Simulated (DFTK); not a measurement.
# MgO (Fm-3m) in DFTK: reference runs

Aim: a first look at MgO with PBE, on the cell as given.

Program: DFTK 0.8.2. These are calculated values, not measurements. Logs are shortened: lines on timing, memory, paths and dates and some standing lists are left out, and cuts for length are marked.

**The experiment to reproduce.**

“Electronic structure of alkaline earth and post-transition metal oxides”, 2009, arxiv:0908.1581 quotes, for a bulk crystal of MgO: band gap 7.83 eV.

The results are compared with them further down.

**1. The structure**

It takes space group Fm-3m (No. 225, cubic). The conventional cell has a = 4.194 Å, b = 4.194 Å, c = 4.194 Å, α = 90.00°, β = 90.00°, γ = 90.00°. Mg (site symmetry m-3m) has 6 O at 2.10 Å as nearest neighbours. O (site symmetry m-3m) is surrounded by 6 Mg at 2.10 Å.

The cell is a database's computed one.

**2. Single point, PBE**

The input, run.jl:

```julia
using DFTK
using PseudoPotentialData
using Unitful, UnitfulAtomic
using LinearAlgebra, Printf
include("save.jl")
disable_threading()

# lattice vectors are the columns
lattice = austrip(1u"Å") * [           0.0   2.0970013927   2.0970013927;
             2.0970013927            0.0   2.0970013927;
             2.0970013927   2.0970013927            0.0]
symbols   = [:Mg, :O]
positions = [[0.0, 0.0, 0.0],
             [0.5, 0.5, 0.5]]
pseudopotentials = PseudoFamily("dojo.nc.sr.pbe.v0_4_1.standard.upf")
elements = Dict(s => ElementPsp(s, pseudopotentials) for s in unique(symbols))
atoms    = [elements[s] for s in symbols]

build_model(lattice, positions; symmetries=true) =
    model_DFT(lattice, atoms, positions;
              functionals=PBE(),
              temperature=austrip(0.05u"eV"),
              smearing=Smearing.FermiDirac(),
              symmetries)
Ecut  = 42.0  # hartree
kgrid = [11, 11, 11]
tol   = 1e-6
to_GPa = ustrip(uconvert(u"GPa", 1u"hartree/bohr^3"))

model = build_model(lattice, positions)
basis = PlaneWaveBasis(model; Ecut, kgrid)
display(basis)
scfres = self_consistent_field(basis;
                               tol,
                               nbandsalg=AdaptiveBands(model; n_bands_converge=13))
display(scfres.energies)
@printf "Fermi level: %.6f eV\n" ustrip(auconvert(u"eV", something(scfres.εF, NaN)))
forces = compute_forces_cart(scfres)
println("Forces (eV/Å)")
for (s, f) in zip(symbols, forces)
    @printf "%-3s %12.6f %12.6f %12.6f\n" s ustrip.(auconvert.(u"eV/Å", f))...
end
stress = compute_stresses_cart(scfres)
println("Stress (GPa)")
display(round.(stress * to_GPa; digits=4))
println("Levels at the first k-point (eV): ", round.(ustrip.(auconvert.(u"eV", scfres.eigenvalues[1][1:scfres.n_bands_converge])); digits=4))
save_scf!(scfres; forces, stress)
```

Potentials or basis: dojo.nc.sr.pbe.v0_4_1.standard.upf (PBE).

The run is started by

```console
$ julia --threads=1 run.jl  # save.jl only writes the numbers to a file and isn't shown; printed stress counts tension as positive; times include loading and compiling
```

Standard output:

```text
PlaneWaveBasis discretization:

    Ecut                 : 42.0 Ha
    fft_size             : (36, 36, 36), 46656 total points
    kgrid                : MonkhorstPack([11, 11, 11])
    num.   red. kpoints  : 1331
    num. irred. kpoints  : 56

    Discretized Model(gga_x_pbe+gga_c_pbe, 3D):
        lattice (in Bohr)    : [0         , 3.96276   , 3.96276   ]
                               [3.96276   , 0         , 3.96276   ]
                               [3.96276   , 3.96276   , 0         ]
        unit cell volume     : 124.46 Bohr³

        atoms                : MgO
        pseudopot. family    : PseudoFamily("dojo.nc.sr.pbe.v0_4_1.standard.upf")

        num. electrons       : 16
        spin polarization    : none
        temperature          : 0.0018375 Ha
        smearing             : DFTK.Smearing.FermiDirac()

        terms                : Kinetic()
                               AtomicLocal()
                               AtomicNonlocal()
                               Ewald(nothing)
                               PspCorrection()
                               Hartree()
                               Xc(gga_x_pbe, gga_c_pbe)
                               Entropy()
n     Energy            log10(ΔE)   log10(Δρ)   Diag   Δtime
---   ---------------   ---------   ---------   ----   ------
  1   -75.96155767059                   -0.57    4.5    5.24s
  2   -76.00238588623       -1.39       -0.64    2.1    3.56s
  3   -76.04857325710       -1.34       -1.22    3.0    3.76s
  4   -76.05007086315       -2.82       -1.56    2.1    2.55s
  5   -76.05073038223       -3.18       -2.34    1.1    2.53s
  6   -76.05074846883       -4.74       -2.70    1.8    2.85s
  7   -76.05075052960       -5.69       -3.27    1.2    2.65s
  8   -76.05075066438       -6.87       -3.80    2.0    2.92s
  9   -76.05075067108       -8.17       -4.42    1.8    2.83s
 10   -76.05075067112      -10.39       -4.42    2.3    2.89s
 11   -76.05075067141       -9.53       -5.33    1.1    2.53s
 12   -76.05075067142      -11.11       -5.74    2.6    3.22s
 13   -76.05075067142      -12.73       -6.22    1.4    2.61s
Energy breakdown (in Ha):
    Kinetic             45.3497814
    AtomicLocal         -63.4798883
    AtomicNonlocal      -20.7168773
    Ewald               -47.5873828
    PspCorrection       1.9829203
    Hartree             20.6554877
    Xc                  -12.2547916
    Entropy             0.0000000

    total               -76.050750671418
Fermi level: 7.288405 eV
Forces (eV/Å)
Mg      0.000000     0.000000     0.000000
O       0.000000     0.000000     0.000000
Stress (GPa)
3×3 StaticArraysCore.SMatrix{3, 3, Float64, 9} with indices SOneTo(3)×SOneTo(3):
 -6.7402   0.0      0.0
 -0.0     -6.7402   0.0
  0.0      0.0     -6.7402
Levels at the first k-point (eV): [-67.47, -34.2238, -34.2238, -34.2238, -12.4118, 4.8409, 4.8409, 4.8409, 9.7359, 20.8763, 20.8763, 20.8763, 24.6788]
```

It took 82 s on 1 thread of Intel Xeon Platinum 8488C (Sapphire Rapids), shared host; peak memory 1.6 GiB.

Results:

| Item | Value |
| --- | --- |
| Free energy | -2069.4464 eV |
| Pressure | 6.7 GPa |
| Band gap on the k mesh | 4.89 eV, direct |

**3. How close it comes**

Step 2. Against the measured gap of MgO, 7.83 eV (quoted in “Electronic structure of alkaline earth and post-transition metal oxides”, 2009, arxiv:0908.1581), the calculated 4.89 eV is off by -2.94 eV. The value is that of PBE, without temperature or zero-point motion. Semilocal functionals fall short of measured gaps as a rule. The cell is a database's relaxed one, not the measured one, which moves gaps too.
